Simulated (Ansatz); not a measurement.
**CsH under changes of volume**

One of the cells (32.401 Å³/atom); the others are scaled copies at fixed shape and fractional positions:

```
Cs H
1.0
     0.00000    3.18800    3.18800
     3.18800    0.00000    3.18800
     3.18800    3.18800    0.00000
Cs H
1 1
Cartesian
  0.0000 0.0000 0.0000
  3.1880 3.1880 3.1880
```

```yaml
Program: Ansatz 0.2.0
Functional: LDA
Potentials_or_basis: Ansatz PAW
Cutoff: "420 eV (not typed: the program's choice for these potentials)"
k_mesh: 7 × 7 × 7
Occupations: fermi-dirac, width 0.05 eV
Spin: no spin polarisation
```

```csv
volume (Å³/atom),energy over the lowest point (meV/atom),pressure (GPa),gap on the mesh (eV)
30.457,0.00,-0.8,2.17
31.105,3.44,-0.9,2.19
31.753,7.58,-1.1,2.21
32.401,?,?,?
33.049,17.69,-1.4,2.25
33.697,23.53,-1.5,2.27
34.345,29.84,-1.6,2.29
```

Q: What does the run at 32.401 Å³/atom give?

A: Energy over the lowest point 12.35 meV/atom; pressure -1.3 GPa; gap on the mesh 2.24 eV.

Worked out: A Birch-Murnaghan fit of order 3 (a polynomial in V^(-2/3)) to the other rows has no minimum within the range. It gives 12.35 meV/atom at 32.401 Å³/atom, against the run's 12.35, and -dE/dV = -1.3 GPa, against -1.3. A straight line through the other rows of the gap, of slope 0.999 eV per unit of ln V (its deformation potential), gives 2.23 eV, against the run's 2.24.

Energies are extrapolated to zero smearing.

Caveats: odd divisions of the mesh miss points on the zone boundary, where band edges often lie, so the gap on the mesh can be too wide; spin-orbit coupling is left out, which moves the levels of the heavy elements; the PAW data sets come from PBE, with cores solved anew for the run's functional, which leaves a small shift of forces and pressure.

A mesh can miss the band edges.
